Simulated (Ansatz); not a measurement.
Born–Oppenheimer molecular dynamics of a periodic cell of 17 atoms, Cd8S9 (host CdS, host structure P6_3mc, interstitial S). It starts from a relaxed structure.

These are results of DFT PBE-D3(BJ), scalar-relativistic, plane waves, PAW (Ansatz 0.2.0), not measurements. Settings: accuracy low, cutoff 420 eV, k mesh 2x2x2, fermi-dirac smearing 0.05 eV, no spin polarisation.

| Property | Result |
| --- | --- |
| ensemble | NVE (velocity Verlet) |
| time step | 2 fs |
| steps asked | 140 |
| starting velocities drawn for | 2400 K |
| seed | 788822 |

First frame:

```xyz
17
Lattice="-4.1348 -7.1617 0.0000 6.2022 -3.5808 0.0000 0.0000 0.0000 6.7490" Properties=species:S:1:pos:R:3
Cd -0.053 -4.896 0.063
Cd 2.347 -5.696 3.442
S 0.192 -4.730 2.565
S 2.069 -5.840 5.919
Cd 4.073 -4.728 0.233
Cd 0.217 -2.378 3.475
S 4.453 -4.535 2.655
S -0.359 -2.529 5.916
Cd 1.592 -1.269 0.106
Cd 4.520 -2.043 2.932
S 2.182 -1.133 2.504
S 3.146 -2.853 5.633
Cd 2.401 -8.208 -0.058
Cd -1.862 -5.942 3.408
S 2.536 -8.042 2.414
S -2.047 -6.136 5.903
S 0.311 -8.401 5.341
```

**Question.** What does the run give?

**Answer.** All steps were run.

```yaml
steps_done: 140
time_covered: 280 fs
mean_temperature_over_the_second_half: 914 K
spread_of_the_potential_energy_over_the_second_half: 17.2 meV per atom
mean_potential_energy_of_the_second_half_above_the_start: 181.1 meV per atom
```

The conserved energy stayed within 0.42 meV per atom of its start (net change 0.29 meV per atom), so the integration is sound. A run of 0.28 ps of so small a system gives no equilibrium averages. Limits of this set-up: coarse k mesh, a small cell, in which the defect meets its images, a typed lattice constant that wasn't relaxed here, low accuracy level.

**Question.** What happens to the structure?

**Answer.** Mean squared displacements from the first frame to the last, about the centre of mass: Cd 0.42 Å², S 0.64 Å². The details hang on the random start.

**Question.** How do temperature and energy run in time?

**Answer.** 
| time (fs) | T (K) | potential energy less start (eV) | conserved less start (meV/atom) |
| --- | --- | --- | --- |
| 0 | 2400 | 0.000 | 0.00 |
| 8 | 2125 | 0.572 | 0.19 |
| 16 | 1667 | 1.523 | 0.42 |
| 24 | 1418 | 2.037 | 0.33 |
| 32 | 1282 | 2.319 | 0.38 |
| 40 | 1276 | 2.331 | 0.36 |
| 48 | 1338 | 2.201 | 0.30 |
| 56 | 1366 | 2.144 | 0.30 |
| 64 | 1331 | 2.216 | 0.32 |
| 72 | 1267 | 2.348 | 0.30 |
| 80 | 1153 | 2.583 | 0.25 |
| 88 | 953 | 2.999 | 0.36 |
| 96 | 850 | 3.212 | 0.37 |
| 104 | 892 | 3.124 | 0.34 |
| 112 | 1013 | 2.874 | 0.33 |
| 120 | 1153 | 2.582 | 0.24 |
| 128 | 1164 | 2.561 | 0.25 |
| 136 | 1036 | 2.827 | 0.32 |
| 144 | 887 | 3.136 | 0.37 |
| 152 | 802 | 3.312 | 0.36 |
| 160 | 767 | 3.383 | 0.33 |
| 168 | 728 | 3.464 | 0.33 |
| 176 | 689 | 3.544 | 0.37 |
| 184 | 714 | 3.492 | 0.36 |
| 192 | 789 | 3.337 | 0.35 |
| 200 | 888 | 3.133 | 0.34 |
| 208 | 993 | 2.914 | 0.33 |
| 216 | 1074 | 2.748 | 0.31 |
| 224 | 1095 | 2.705 | 0.29 |
| 232 | 1031 | 2.837 | 0.31 |
| 240 | 931 | 3.045 | 0.37 |
| 248 | 900 | 3.108 | 0.36 |
| 256 | 940 | 3.026 | 0.34 |
| 264 | 1011 | 2.878 | 0.34 |
| 272 | 1112 | 2.669 | 0.31 |
| 280 | 1199 | 2.488 | 0.29 |

Run time: 17 min on 2 threads of Arm Neoverse V2, with other jobs on the host, peak memory 1.2 GiB.
